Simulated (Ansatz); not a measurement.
Runs of Ansatz 0.2.0 on CdS. Symmetry: Fm-3m, No. 225, cubic system. Conventional cell: a = 5.506 Å, b = 5.506 Å, c = 5.506 Å, α = 90.00°, β = 90.00°, γ = 90.00°. Cd (site symmetry m-3m) has 6 S at 2.75 Å as nearest neighbours. S (site symmetry m-3m) has 6 Cd at 2.75 Å as nearest neighbours. Measurements of this composition are mostly on another form, of space group No. 186.

```csv
task,level,spin,cell,k mesh,cutoff (eV),points for each segment of the path,gap on the mesh (eV),pressure (GPa)
band structure,r2SCAN,off,as given,8 × 8 × 8,500,14,(c),-2.2
relaxation of cell and atoms,PBE+D3(BJ),off,relaxed,8 × 8 × 8,420,-,0.26,0.0
band structure,PBEsol,"SOC, no magnetisation",as given,6 × 6 × 6,420,14,(a),(b)
phonons,PBEsol,off,as given,6 × 6 × 6,420,-,0.14,-
band structure,revPBE,off,as given,8 × 8 × 8,420,14,0.35,1.4
```

Alike in all rows: potentials or basis Ansatz PAW; smearing fermi-dirac 0.05 eV.

Q: Fill in the values left out.

A: (a) 0.13; (b) -4.4; (c) 0.75.

Caveats: the PAW data sets come from PBE, with cores solved anew for the run's functional, which leaves a small shift of forces and pressure (some runs); the plane-wave basis is chosen anew once the cell has moved, so the energies of steps on either side of that aren't comparable (some runs).

A k mesh can miss the band edges, and rows without SOC leave out spin-orbit coupling on Cd.
